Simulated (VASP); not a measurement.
# KI (Cmcm) in VASP: single point with PBEsol

Aim: the single point of KI with PBEsol.

Program: VASP 6.6.1. These are calculated values, not measurements. Logs are shortened: lines on timing, memory, paths and dates and some standing lists are left out, and cuts for length are marked.

## Step 1: Starting point

Symmetry: Cmcm, No. 63, orthorhombic system. Conventional cell: a = 5.025 Å, b = 8.510 Å, c = 8.677 Å, α = 90.00°, β = 90.00°, γ = 90.00°. K (site symmetry 2/m) has 6 I at 3.59 to 3.62 Å as nearest neighbours. Around I (site symmetry m2m) lie 6 K at 3.59 to 3.62 Å.

The cell comes from a database or a generator and needn't be the stable form of this composition.

## Step 2: Single point, PBEsol

Input file INCAR:

```
SYSTEM = KI
PREC = Accurate
ENCUT = 520
EDIFF = 1E-7
ISMEAR = 0
SIGMA = 0.1
LREAL = .False.
LASPH = .True.
NELM = 100
ALGO = Normal
ISIF = 2
LWAVE = .False.
LCHARG = .False.
GGA = PS
NBANDS = 24
```

Input file KPOINTS:

```
Automatic mesh
0
Gamma
  4 4 2
  0 0 0
```

Input file POSCAR:

```
KI
1.0
    2.5126600000     -4.2552270000      0.0000000000
    2.5126600000      4.2552270000      0.0000000000
    0.0000000000      0.0000000000      8.6765890000
K I
2 2
Direct
    0.5000000000      0.5000000000      0.5000000000
    0.5000000000      0.5000000000      0.0000000000
    0.8402300000      0.1597700000      0.2500000000
    0.1597700000      0.8402300000      0.7500000000
```

Potentials or basis: VASP PAW PBE potentials, release 64 (K_sv, I).

Command:

```console
$ cat potpaw_PBE.64/K_sv/POTCAR potpaw_PBE.64/I/POTCAR > POTCAR
$ mpirun -np 1 vasp_std > vasp.out
```

OUTCAR:

```text
SYSTEM = KI
   PREC = Accurate
   ENCUT = 520
   EDIFF = 1E-7
   ISMEAR = 0
   LREAL = .False.
   LASPH = .True.
   NELM = 100
   ISIF = 2
   GGA = PS

 ion  position               nearest neighbor table
   1  0.500  0.500  0.500-   4 3.59   3 3.59   4 3.59   3 3.59   3 3.62   4 3.62
   2  0.500  0.500  0.000-   4 3.59   3 3.59   4 3.59   3 3.59   3 3.62   4 3.62
   3  0.840  0.160  0.250-   1 3.59   2 3.59   1 3.59   2 3.59   1 3.62   2 3.62
   4  0.160  0.840  0.750-   1 3.59   2 3.59   1 3.59   2 3.59   1 3.62   2 3.62

  LATTYP: Found a base centered orthorhombic cell.
 ALAT       =     5.0253200000
 B/A-ratio  =     1.6935148408
 C/A-ratio  =     1.7265744271

  Lattice vectors:

 A1 = (   2.5126600000,  -4.2552270000,   0.0000000000)
 A2 = (   2.5126600000,   4.2552270000,   0.0000000000)
 A3 = (   0.0000000000,   0.0000000000,   8.6765890000)

Analysis of symmetry for initial positions (statically):
=====================================================================
 Subroutine PRICEL returns:
 Original cell was already a primitive cell.

 Routine SETGRP: Setting up the symmetry group for a
 base centered orthorhombic supercell.

 Subroutine GETGRP returns: Found  8 space group operations
 (whereof  4 operations were pure point group operations)
 out of a pool of  8 trial point group operations.

The static configuration has the point symmetry C_2h.
 The point group associated with its full space group is D_2h.

Analysis of symmetry for dynamics (positions and initial velocities):
=====================================================================
 Subroutine PRICEL returns:
 Original cell was already a primitive cell.

 Routine SETGRP: Setting up the symmetry group for a
 base centered orthorhombic supercell.

 Subroutine GETGRP returns: Found  8 space group operations
 (whereof  4 operations were pure point group operations)
 out of a pool of  8 trial point group operations.

The dynamic configuration has the point symmetry C_2h.
 The point group associated with its full space group is D_2h.

 Subroutine INISYM returns: Found  8 space group operations
 (whereof  4 operations are pure point group operations),
 and found     1 'primitive' translations

----------------------------------------------------------------------------------------

                                     Primitive cell

  volume of cell :     185.5391

  direct lattice vectors                    reciprocal lattice vectors
     2.512660000 -4.255227000  0.000000000     0.198992303 -0.117502545  0.000000000
     2.512660000  4.255227000  0.000000000     0.198992303  0.117502545  0.000000000
     0.000000000  0.000000000  8.676589000     0.000000000  0.000000000  0.115252664

  length of vectors
     4.941701842  4.941701842  8.676589000     0.231094752  0.231094752  0.115252664

  position of ions in fractional coordinates (direct lattice)
     0.500000000  0.500000000  0.500000000
     0.500000000  0.500000000  0.000000000
     0.840230000  0.159770000  0.250000000
     0.159770000  0.840230000  0.750000000

  ion indices of the primitive-cell ions
   primitive index   ion index
                 1           1
                 2           2
                 3           3
                 4           4

----------------------------------------------------------------------------------------

 KPOINTS: Automatic mesh

Automatic generation of k-mesh.
 Grid dimensions read from file:
 generate k-points for:    4    4    2

 Generating k-lattice:

  Cartesian coordinates                     Fractional coordinates (reciprocal lattice)
     0.049748076 -0.029375636  0.000000000     0.250000000  0.000000000  0.000000000
     0.049748076  0.029375636  0.000000000     0.000000000  0.250000000  0.000000000
     0.000000000  0.000000000  0.057626332     0.000000000  0.000000000  0.500000000

  Length of vectors
     0.057773688  0.057773688  0.057626332

  Shift w.r.t. Gamma in fractional coordinates (k-lattice)
     0.000000000  0.000000000  0.000000000

 Subroutine IBZKPT returns following result:
 ===========================================

 Found     14 irreducible k-points:

 Following reciprocal coordinates:
            Coordinates               Weight
  0.000000  0.000000  0.000000      1.000000
  0.250000 -0.000000  0.000000      4.000000
  0.500000 -0.000000  0.000000      2.000000
  0.250000  0.250000  0.000000      2.000000
  0.500000  0.250000  0.000000      4.000000
 -0.250000  0.250000  0.000000      2.000000
  0.500000  0.500000  0.000000      1.000000
  0.000000  0.000000  0.500000      1.000000
  0.250000 -0.000000  0.500000      4.000000
  0.500000 -0.000000  0.500000      2.000000
  0.250000  0.250000  0.500000      2.000000
  0.500000  0.250000  0.500000      4.000000
 -0.250000  0.250000  0.500000      2.000000
  0.500000  0.500000  0.500000      1.000000
   k-points           NKPTS =     14   k-points in BZ     NKDIM =     14   number of bands    NBANDS=     24
   number of dos      NEDOS =    301   number of ions     NIONS =      4
   total plane-waves  NPLWV = 112000
   dimension x,y,z NGX =    40 NGY =   40 NGZ =   70
   dimension x,y,z NGXF=    80 NGYF=   80 NGZF=  140
   ions per type =               2   2
   NGX,Y,Z   is equivalent  to a cutoff of  13.46, 13.46, 13.41 a.u.
   NGXF,Y,Z  is equivalent  to a cutoff of  26.91, 26.91, 26.82 a.u.
 SYSTEM =  KI
   PREC   = accura    normal or accurate (medium, high low for compatibility)
   ISTART =      0    job   : 0-new  1-cont  2-samecut
   ICHARG =      2    charge: 1-file 2-atom 10-const
   ISPIN  =      1    spin polarized calculation?
   LNONCOLLINEAR =      F non collinear calculations
   LSORBIT =      F    spin-orbit coupling
   LASPH  =      T    aspherical Exc in radial PAW
   ENCUT  =  520.0 eV  38.22 Ry    6.18 a.u.   9.19  9.19 16.13*2*pi/ulx,y,z
   NELM   =    100;   NELMIN=  2; NELMDL= -5     # of ELM steps
   EDIFF  = 0.1E-06   stopping-criterion for ELM
   LREAL  =      F    real-space projection
   EDIFFG = 0.1E-05   stopping-criterion for IOM
   NSW    =      0    number of steps for IOM
   IBRION =     -1    ionic relax: 0-MD 1-quasi-New 2-CG
   NFREE  =      0    steps in history (QN), initial steepest desc. (CG)
   ISIF   =      2    stress and relaxation
   ISYM   =      2    0-nonsym 1-usesym 2-fastsym
   POTIM  = 0.5000    time-step for ionic-motion
   TEBEG  =    0.0;   TEEND  =   0.0 temperature during run
   PSTRESS=    0.0 pullay stress
   NELECT =      32.0000    total number of electrons
   NUPDOWN=      -1.0000    fix difference up-down
   EMIN   =  10.00;   EMAX   =-10.00  energy-range for DOS
   EFERMI =   0.00;   METHOD = LEGACY
   ISMEAR =     0;   SIGMA  =   0.10  broadening in eV -4-tet -1-fermi 0-gaus
   EFERMI_NEDOS =   21; number of points for ismear=-14 and -15
   IALGO  =     38    algorithm
   IMIX   =      4    mixing-type and parameters
     AMIX     =   0.40;   BMIX     =  1.00
     AMIX_MAG =   1.60;   BMIX_MAG =  1.00
  volume/ion in A,a.u.               =      46.38       313.02
  Fermi-wavevector in a.u.,A,eV,Ry     =   0.911268  1.722048 11.298416  0.830410
  Thomas-Fermi vector in A             =   2.035528
   LORBIT       =      0    0 simple, 1 ext, 2 COOP (PROOUT), +10 PAW based schemes
   GGA     = PS    functional components
   LHFCALC =     F    Hartree Fock is set to
   AEXX    =    0.0000 exact exchange contribution
   IVDW    =     0    specifies the selected vdW correction
   LEPSILON=     F    determine dielectric tensor
   LRPA    =     F    only Hartree local field effects (RPA)
 non-spin polarized calculation
 Gauss-broadening in eV      SIGMA  =   0.10
  energy-cutoff  :      520.00
  volume of cell :      185.54
 maximum number of plane-waves:      5034
 NGX is ok and might be reduce to    40
   NGX = 19   NGY = 19   NGZ = 33

 number of electron      31.9999999 magnetization

 Free energy of the ion-electron system (eV)
  ---------------------------------------------------
  ext. energy  EPLUGINS =         0.00000000
  ---------------------------------------------------
  free energy    TOTEN  =       -11.52419372 eV

  energy without entropy =      -11.52419372  energy(sigma->0) =      -11.52419372

 E-fermi :  -0.1432     XC(G=0):  -7.1303

 val. band max:       -0.6562304935   @ k =   0.0000   0.0000   0.0000
 cond. band min:       2.9535500121   @ k =   0.0000   0.0000   0.0000
 fundamental gap:      3.6097805057
 Fermi energy:        -0.1432469143

 k-point     1 :       0.0000    0.0000    0.0000
  band No.  band energies     occupation
      1     -29.2325      2.00000
      2     -29.2283      2.00000
      3     -12.9292      2.00000
      4     -12.7803      2.00000
      5     -12.7775      2.00000
      6     -12.7696      2.00000
[... 16 lines left out ...]
     23       6.1782      0.00000
     24       6.7370      0.00000

 k-point     2 :       0.2500   -0.0000    0.0000
  band No.  band energies     occupation
      1     -29.2318      2.00000
      2     -29.2276      2.00000
      3     -12.8921      2.00000
      4     -12.8309      2.00000
      5     -12.7854      2.00000
      6     -12.7844      2.00000
[... 16 lines left out ...]
     23       6.5869      0.00000
     24       6.7776      0.00000

 k-point     3 :       0.5000   -0.0000    0.0000
  band No.  band energies     occupation
      1     -29.2311      2.00000
      2     -29.2270      2.00000
      3     -12.8928      2.00000
      4     -12.8384      2.00000
      5     -12.8036      2.00000
      6     -12.7892      2.00000
[... 16 lines left out ...]
     23       7.2454      0.00000
     24       7.4130      0.00000

 k-point     4 :       0.2500    0.2500    0.0000
  band No.  band energies     occupation
      1     -29.2311      2.00000
      2     -29.2270      2.00000
      3     -12.8595      2.00000
      4     -12.8521      2.00000
      5     -12.8112      2.00000
      6     -12.7940      2.00000
[... 16 lines left out ...]
     23       6.9351      0.00000
     24       7.5996      0.00000

 k-point     5 :       0.5000    0.2500    0.0000
  band No.  band energies     occupation
      1     -29.2311      2.00000
      2     -29.2269      2.00000
      3     -12.8601      2.00000
      4     -12.8539      2.00000
      5     -12.8077      2.00000
      6     -12.7992      2.00000
[... 16 lines left out ...]
     23       6.9051      0.00000
     24       7.5361      0.00000

 k-point     6 :      -0.2500    0.2500    0.0000
  band No.  band energies     occupation
      1     -29.2318      2.00000
      2     -29.2276      2.00000
      3     -12.8942      2.00000
      4     -12.8289      2.00000
      5     -12.7885      2.00000
      6     -12.7830      2.00000
[... 16 lines left out ...]
     23       6.4989      0.00000
     24       6.7110      0.00000

 k-point     7 :       0.5000    0.5000    0.0000
  band No.  band energies     occupation
      1     -29.2310      2.00000
      2     -29.2269      2.00000
      3     -12.8947      2.00000
      4     -12.8351      2.00000
      5     -12.8074      2.00000
      6     -12.7886      2.00000
[... 16 lines left out ...]
     23       7.2656      0.00000
     24       7.2763      0.00000

 k-point     8 :       0.0000    0.0000    0.5000
  band No.  band energies     occupation
      1     -29.2304      2.00000
      2     -29.2304      2.00000
      3     -12.8473      2.00000
      4     -12.8473      2.00000
      5     -12.7748      2.00000
      6     -12.7748      2.00000
[... 16 lines left out ...]
     23       6.4059      0.00000
     24       6.4059      0.00000

 k-point     9 :       0.2500   -0.0000    0.5000
  band No.  band energies     occupation
      1     -29.2297      2.00000
      2     -29.2297      2.00000
      3     -12.8385      2.00000
      4     -12.8385      2.00000
      5     -12.7943      2.00000
      6     -12.7943      2.00000
[... 16 lines left out ...]
     23       6.7778      0.00000
     24       6.7778      0.00000

 k-point    10 :       0.5000   -0.0000    0.5000
  band No.  band energies     occupation
      1     -29.2291      2.00000
      2     -29.2291      2.00000
      3     -12.8467      2.00000
      4     -12.8467      2.00000
      5     -12.7977      2.00000
      6     -12.7977      2.00000
[... 16 lines left out ...]
     23       7.3413      0.00000
     24       7.3413      0.00000

 k-point    11 :       0.2500    0.2500    0.5000
  band No.  band energies     occupation
      1     -29.2291      2.00000
      2     -29.2291      2.00000
      3     -12.8364      2.00000
      4     -12.8364      2.00000
      5     -12.7966      2.00000
      6     -12.7966      2.00000
[... 16 lines left out ...]
     23       6.9376      0.00000
     24       6.9376      0.00000

 k-point    12 :       0.5000    0.2500    0.5000
  band No.  band energies     occupation
      1     -29.2290      2.00000
      2     -29.2290      2.00000
      3     -12.8387      2.00000
      4     -12.8387      2.00000
      5     -12.7981      2.00000
      6     -12.7981      2.00000
[... 16 lines left out ...]
     23       6.8749      0.00000
     24       6.8749      0.00000

 k-point    13 :      -0.2500    0.2500    0.5000
  band No.  band energies     occupation
      1     -29.2297      2.00000
      2     -29.2297      2.00000
      3     -12.8394      2.00000
      4     -12.8394      2.00000
      5     -12.7949      2.00000
      6     -12.7949      2.00000
[... 16 lines left out ...]
     23       6.6951      0.00000
     24       6.6951      0.00000

 k-point    14 :       0.5000    0.5000    0.5000
  band No.  band energies     occupation
      1     -29.2289      2.00000
      2     -29.2289      2.00000
      3     -12.8489      2.00000
      4     -12.8489      2.00000
      5     -12.7964      2.00000
      6     -12.7964      2.00000
[... 16 lines left out ...]
     23       7.3160      0.00000
     24       7.3160      0.00000

------------------------ aborting loop because EDIFF is reached ----------------------------------------

  FORCE on cell =-STRESS in cart. coord.  units (eV):
  Direction    XX          YY          ZZ          XY          YZ          ZX
  --------------------------------------------------------------------------------------
  -------------------------------------------------------------------------------------
  Total       -0.8620503     -0.7821573     -0.8303851      0.0000000      0.0000000      0.0000000
  in kB       -7.4440231     -6.7541265     -7.1705860      0.0000000      0.0000000      0.0000000
  external PRESSURE =      -7.1229119 kB  Pullay stress =       0.0000000 kB

 VOLUME and BASIS-vectors are now :
 -----------------------------------------------------------------------------
  energy-cutoff  :      520.00
  volume of cell :      185.54
      direct lattice vectors                 reciprocal lattice vectors
     2.512660000 -4.255227000  0.000000000     0.198992303 -0.117502545  0.000000000
     2.512660000  4.255227000  0.000000000     0.198992303  0.117502545  0.000000000
     0.000000000  0.000000000  8.676589000     0.000000000  0.000000000  0.115252664

 POSITION                                       TOTAL-FORCE (eV/Angst)
 -----------------------------------------------------------------------------------
      2.51266      0.00000      4.33829        -0.000000      0.000000      0.000000
      2.51266      0.00000      0.00000         0.000000      0.000000      0.000000
      2.51266     -2.89551      2.16915         0.000000      0.029804      0.000000
      2.51266      2.89551      6.50744         0.000000     -0.029804     -0.000000
 -----------------------------------------------------------------------------------
    total drift:                               -0.000000      0.000000     -0.000000

  FREE ENERGIE OF THE ION-ELECTRON SYSTEM (eV)
  ---------------------------------------------------
  free  energy   TOTEN  =       -11.5241937237 eV

  energy  without entropy=      -11.5241937237  energy(sigma->0) =      -11.52419372
```

Wall time 80 s (1 thread of Intel Xeon Platinum 8488C (Sapphire Rapids), shared host); peak memory 0.32 GiB.

What came out:

```
Free energy            : -11.5242 eV
Pressure               : -0.7 GPa
Largest force          : 0.030 eV/Å
Band gap on the k mesh : 3.61 eV, direct
```

Forces on the atoms (eV/Å):
```
K    0.000  0.000  0.000
K    0.000  0.000  0.000
I    0.000  0.030  0.000
I    0.000 -0.030  0.000
```

Caveat: the PAW data sets were made with another functional, which shifts forces and pressure a little; spin-orbit coupling is left out, which moves the levels of the heavy elements. PBEsol gaps usually lie below the measured ones, often by a third to a half.
